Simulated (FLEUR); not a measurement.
# TePb (Fm-3m) in FLEUR: further runs, part 2 of 2

FLEUR MaX-R8.1 (later development tree). The steps go on from the part before.

## (5) Equation of state, PBEsol, 33.73 Å³/atom

Changes to inp.xml since step 4:

```diff
@@ -24,3 +24,3 @@
       <xi:include xmlns:xi="http://www.w3.org/2001/XInclude" href="sym.xml"> </xi:include>
-      <bulkLattice scale="0.9864848297">
+      <bulkLattice scale="1.0000000000">
          <bravaisMatrix>
```

Command:

```bash
> inpgen -f crystal.txt -profile fastHighL
> # inp.xml edited to the form shown
> fleur_MPI
```

Run time: 45 s. Hardware: 1 thread of Arm Neoverse V1, shared host; peak memory 0.09 GiB.

The run converged. Its results:

- Free energy: -754208.5138 eV
- Valence electrons inside the program's atomic spheres: Pb 17.93; Te 20.13 (radii Pb 2.66, Te 2.66 bohr)

Caveat: this odd mesh misses L, where the gap lies, so gap, dielectric constants and Born charges aren't listed.

## (6) Equation of state, PBEsol, 35.08 Å³/atom (volume scaled by 1.04)

Changes to inp.xml since step 5:

```diff
@@ -24,3 +24,3 @@
       <xi:include xmlns:xi="http://www.w3.org/2001/XInclude" href="sym.xml"> </xi:include>
-      <bulkLattice scale="1.0000000000">
+      <bulkLattice scale="1.0131594038">
          <bravaisMatrix>
```

Potentials or basis: all-electron, FLAPW.

Command:

```bash
> inpgen -f crystal.txt -profile fastHighL
> # inp.xml edited to the form shown
> fleur_MPI
```

Wall time 51 s (1 thread of Arm Neoverse V1, shared host); peak memory 0.09 GiB.

It converged, with:

```
Free energy                                           : -754208.4939 eV
Valence electrons inside the program's atomic spheres : Pb 17.90; Te 20.11 (radii Pb 2.66, Te 2.66 bohr)
```

Caveat: this odd mesh misses L, where the gap lies, so gap, dielectric constants and Born charges aren't listed.

## (7) Equation of state, PBEsol, 35.75 Å³/atom (volume scaled by 1.06)

Changes to inp.xml since step 6:

```diff
@@ -24,3 +24,3 @@
       <xi:include xmlns:xi="http://www.w3.org/2001/XInclude" href="sym.xml"> </xi:include>
-      <bulkLattice scale="1.0131594038">
+      <bulkLattice scale="1.0196128224">
          <bravaisMatrix>
```

Command:

```bash
> inpgen -f crystal.txt -profile fastHighL
> # inp.xml edited to the form shown
> fleur_MPI
```

Run time: 53 s. Hardware: 1 thread of Arm Neoverse V1, shared host; peak memory 0.09 GiB.

The run converged. Its results:

- Free energy: -754208.4749 eV
- Valence electrons inside the program's atomic spheres: Pb 17.89; Te 20.10 (radii Pb 2.66, Te 2.66 bohr)

Caveat: this odd mesh misses L, where the gap lies, so gap, dielectric constants and Born charges aren't listed.

## (8) Equation of state, PBEsol

Potentials or basis: all-electron, FLAPW.

No new run: the results of the series are fitted here.

What came out:

| Item | Value |
| --- | --- |
| Equilibrium volume | 33.44 Å³/atom |
| Bulk modulus | 45 GPa |
| Pressure derivative of the bulk modulus | 4.5 (rough: it moves with the points fitted) |

Energy against volume, from the lowest point:
```csv
volume (Å³/atom),energy (meV/atom)
31.706,13.49
32.380,4.62
33.730,0.00
35.079,9.96
35.753,19.47
```

Caveat: this odd mesh misses L, where the gap lies, so gap, dielectric constants and Born charges aren't listed. The run has no spin-orbit coupling, so splittings on Pb, Te are missing.

## (9) Comparison with measurements

Step 2. A measured gap of TePb is 0.19 eV (direct; 4.2 K; a printed reference work, monograph); the calculated 0.67 eV misses it by +0.48 eV. Spin-orbit coupling on Pb, Te is left out. The value is that of PBEsol, without temperature or zero-point motion.
